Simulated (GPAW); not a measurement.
A run of GPAW 26.7.0:

The input run.py:

```python
from ase import Atoms
from ase.dft.bandgap import bandgap
from ase.io import write
from gpaw import GPAW, PW

atoms = Atoms(['Te', 'Te', 'Te', 'Te', 'Mo', 'Mo'],
              cell=[[3.5182, 0.0, 0.0],
                    [-1.7591, 3.0468505756, 0.0],
                    [0.0, 0.0, 13.9736]],
              scaled_positions=[[0.6666666667, 0.3333333333, 0.379],
                                [0.3333333333, 0.6666666667, 0.879],
                                [0.6666666667, 0.3333333333, 0.121],
                                [0.3333333333, 0.6666666667, 0.621],
                                [0.6666666667, 0.3333333333, 0.75],
                                [0.3333333333, 0.6666666667, 0.25]],
              pbc=True)

calc = GPAW(mode=PW(600),
            xc='TB09',
            kpts={'size': (6, 6, 2), 'gamma': True},
            occupations={'name': 'fermi-dirac', 'width': 0.05},
            nbands=46,
            convergence={'density': 1e-05, 'energy': 1e-05},
            eigensolver='cg',
            maxiter=150,
            txt='gpaw.txt')
atoms.calc = calc
energy = atoms.get_potential_energy()
calc.write('gs.gpw')
write('result.traj', atoms)
print('Fermi level:', round(calc.get_fermi_level(), 4), 'eV')
print(f'Gap: {bandgap(calc)[0]:.4f} eV, direct: {bandgap(calc, direct=True)[0]:.4f} eV')
```

Potentials or basis: GPAW PAW data sets for LDA (gpaw-data 1.2.1), pw.

The run is started by

```console
$ OMP_NUM_THREADS=1 python run.py
```

Hardware: 1 thread of AMD EPYC 7R43 64-Core Processor (Zen 3), with other jobs on the host.

Q: Estimate the wall time of this run.

A: Run time: 8.7 min on 1 thread of AMD EPYC 7R43 64-Core Processor (Zen 3), with other jobs on the host, peak memory 0.41 GiB. Counts: scf iterations 89.
